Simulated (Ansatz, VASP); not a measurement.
# ZrC: VASP beside Ansatz

```
CELL_PARAMETERS angstrom
0.00000 2.59544 2.59544
2.59544 0.00000 2.59544
2.59544 2.59544 0.00000
ATOMIC_POSITIONS crystal
Zr 0.50000 0.50000 0.50000
C 0.75000 0.75000 0.75000
```

Change from the starting cell: volume scaled by 1.06.

Alike in both runs: task single point; functional PBE; k mesh 9 × 9 × 9; occupations fermi-dirac, width 0.05 eV; no spin polarisation.

|  | VASP | Ansatz |
| --- | --- | --- |
| version | VASP 6.6.1 | Ansatz 0.2.0 |
| potentials or method | VASP PAW PBE potentials, release 64 (Zr_sv, C) | Ansatz PAW |
| plane-wave cutoff (eV) | 520 | 420 |
| valence electrons in the cell | 16 | 16 |

Ansatz gave:

| Item | Value |
| --- | --- |
| gap on the k mesh at the Fermi level (eV) | 0.58 |
| least direct gap on the mesh (eV) | 0.58 |
| pressure (GPa) | -7.7 |

Task: Estimate VASP's values.

Result: gap on the k mesh at the Fermi level (eV): 0.58; least direct gap on the mesh (eV): 0.58; pressure (GPa): -7.6.

Caveats: an odd mesh through Γ misses points on the zone boundary, where band edges often lie (VASP); odd divisions of the mesh miss points on the zone boundary, where band edges often lie, so the gap on the mesh can be too wide (Ansatz).
